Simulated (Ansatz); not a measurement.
The system is CuO.

```xyz
4
Lattice="1.9910 -2.1536 0.0000 1.9910 2.1536 0.0000 0.0000 0.0000 5.1559" Properties=species:S:1:pos:R:3 pbc="T T T"
Cu    0.9955   -1.0768    0.0000
Cu    0.9955    1.0768    2.5780
O     1.9910    0.0000    1.2890
O     1.9910    0.0000    3.8669
```

Measurements of this composition are mostly on another form, of space group No. 15.

Program: Ansatz 0.2.0. Alike in all runs: potentials or basis Ansatz PAW; no spin polarisation; cell as given; smearing fermi-dirac 0.05 eV.

Problem. Order these runs on this cell by their pressure, lowest first.
A. level LDA+U; U Cu d U = 4.5 eV; k mesh 9 × 9 × 5; cutoff (eV) 420; points for each segment of the path 14; hubbard projectors ortho-atomic (the default); double counting fll (the default); mesh quality not flagged
B. level LDA; k mesh 9 × 9 × 5; cutoff (eV) 420; points for each segment of the path 14; mesh quality not flagged
C. level PBEsol+U; U Cu d U = 5.3 eV; k mesh 9 × 9 × 5; cutoff (eV) 420; points for each segment of the path 14; hubbard projectors ortho-atomic (the default); double counting fll (the default); mesh quality not flagged
D. level r2SCAN; k mesh 5 × 5 × 3; cutoff (eV) 500; mesh quality coarse
E. level BLYP; k mesh 5 × 5 × 3; cutoff (eV) 420; mesh quality coarse

Solution. B (-12.2 GPa), A (-9.8 GPa), D (-5.1 GPa), C (-3.2 GPa), E (7.0 GPa).

Caveats: some runs use coarse meshes; the run has no spin polarisation, though such a crystal can be magnetic; the PAW data sets come from PBE, with cores solved anew for the run's functional, which leaves a small shift of forces and pressure; U without spin polarisation on a metal has little footing (some runs); the density of states is complete only up to the lowest level of the last band computed (some runs); the potentials were made for another functional, which shifts forces and pressure (some runs).

Not every run made on this cell is shown here.
